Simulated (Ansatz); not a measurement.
Te under changes of volume

One of the cells (33.766 Å³/atom); the others are scaled copies at fixed shape and fractional positions:

```
Te
1.0
     4.44693    0.00000    0.00000
    -2.22347    3.85115    0.00000
     0.00000    0.00000    5.91492
Te
3
Direct
  0.73100 0.73100 0.50000
  0.00000 0.26900 0.83333
  0.26900 0.00000 0.16667
```

| Quantity | Value |
| --- | --- |
| Program | Ansatz 0.2.0 |
| Functional | PBE |
| Potentials or basis | Ansatz PAW earlier set |
| Cutoff | 640 eV (not typed: the program's choice for these potentials) |
| k mesh | 7 × 7 × 5 |
| Occupations | gaussian, width 0.1 eV |
| Spin | non-collinear spin, antiferromagnetic start |
| Starting moments | [[0.5, 0.0, 0.0], [-0.5, -0.0, -0.0], [0.5, 0.0, 0.0]] μB |

```tsv
volume (Å³/atom)	energy over the lowest point (meV/atom)	pressure (GPa)	gap on the mesh (eV)	largest force (eV/Å)
31.740	49.92	5.4	0.61	0.530
32.415	?	?	?	?
33.091	15.58	2.8	0.63	0.283
33.766	6.11	1.7	0.63	0.173
34.441	1.07	0.7	0.64	0.069
35.117	0.00	-0.2	0.64	0.027
35.792	2.49	-1.0	0.64	0.117
```

What does the run at 32.415 Å³/atom give?

Energy over the lowest point 29.99 meV/atom; pressure 4.1 GPa; gap on the mesh 0.62 eV; largest force 0.402 eV/Å.

Worked out: A Birch-Murnaghan fit of order 3 (a polynomial in V^(-2/3)) to the other rows has its minimum at 34.97 Å³/atom with B0 = V·E''(V) = 45 GPa and B' = 4.6 at fixed shape and positions, which overstates the stiffness. It gives 30.00 meV/atom at 32.415 Å³/atom, against the run's 29.99, and -dE/dV = 4.0 GPa, against 4.1. A straight line through the other rows of the gap, of slope 0.251 eV per unit of ln V, gives 0.62 eV, against the run's 0.62.

Energies are extrapolated to zero smearing.

Caveats: odd divisions of the mesh miss points on the zone boundary, where band edges often lie, so the gap on the mesh can be too wide; spin-orbit coupling is left out, which moves the levels of the heavy elements; the starting moments weren't kept.

A mesh can miss the band edges.
